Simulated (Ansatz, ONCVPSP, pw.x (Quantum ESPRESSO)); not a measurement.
**Sn (Z = 50): one change to the ONCV potential, in the atom and in the bcc crystal**

* Element: tin (Sn)
* Generator: ONCVPSP 4.0.1
* Type: optimised norm-conserving Vanderbilt (ONCV)
* Functional: PBE
* Relativity: scalar-relativistic
* Frozen core: [Kr] 4d10
* Valence charge: 4
* Reference configuration: 5s2 5p2
* Partial waves: 5s: rc 2.10 bohr, ncon 5, nbas 8, qcut 2.8 1/bohr, 2 projectors, debl 2.1 Ha; 5p: rc 2.80 bohr, ncon 4, nbas 7, qcut 3.1 1/bohr, 2 projectors, debl 0.6 Ha; d scattering state at 0.24 Ha: rc 2.80 bohr, ncon 3, nbas 6, qcut 3.5 1/bohr, 1 projector
* Local potential: polynomial inside 1.70 bohr (lpopt 5, dvloc0 0 Ha)
* Core correction: polynomial model core, fcfact 0.3

Change: local potential polynomial inside 1.44 bohr (lpopt 5, dvloc0 0 Ha).

Cutoffs, loose and tight: the cutoffs (Ha) at which the residual kinetic energy of the hardest occupied pseudo-wave falls to 1 and 0.1 mHa per electron. They do not see the model core or the augmentation charge, which bear on the density cutoff. Test errors are all-electron minus pseudo excitation energies from the reference, over the configurations 5s2 5p1; 5s2 5p0; 5s1 5p0; 5s0 5p4; variants that change the core or the reference have their own tests.

Crystal test: bcc Sn in pw.x 7.5, no spin, 12³ k-points, Fermi–Dirac smearing 0.01 Ry, cutoffs set for each file from its atomic test. The reference is all-electron LAPW (Ansatz 0.2.0) with the same functional, mesh and smearing; V0 and B0 come from Birch–Murnaghan fits to the pressures at five volumes. Errors are pseudo minus all-electron; Δ is the rms difference of the E(V) curves that follow from these fits, minima aligned, over ±6 % about the mean V0. Mesh and smearing are coarse, so the numbers serve the comparison and aren't converged zero-temperature values; the lattice is a test structure that the element need not adopt.

All-electron: a0 = 3.809 Å (V0 = 27.63 Å³/atom), B0 = 46.7 GPa.

Problem. Does the change bring the crystal closer to the all-electron result?

Solution. The mean pressure error goes from -1.37 to -1.54 GPa, so the change moves the solid further from the all-electron pressures.

```tsv
quantity	base	changed
outcome (atom)	generated	generated
cutoff, loose (atom)	14 Ha	14 Ha
cutoff, tight (atom)	30 Ha	30 Ha
bound ghosts (atom)	none	s
largest test error (meV) (atom)	-356	-74 over the solved tests; 1 of 4 tests not solved or not reliable
cutoffs in pw.x (Ry)	70/280	70/280
a0 (Å)	3.770	3.765
a0 error (%)	-1.02	-1.15
B0 error (%)	+4.2	+4.7
Δ (meV/atom)	8.7	9.8
mean pressure error (GPa)	-1.37	-1.54
```

Base: This is a poor potential for the solid. Changed file: This is a poor potential for the solid. Note: ghosts flagged at negative energy: s at -3.7 eV; GHOST(+) flagged for p at 47.7 eV. A true bound ghost makes a file unfit for plane-wave use. Atomic configuration tests: 1 of 4 tests not solved or not reliable.
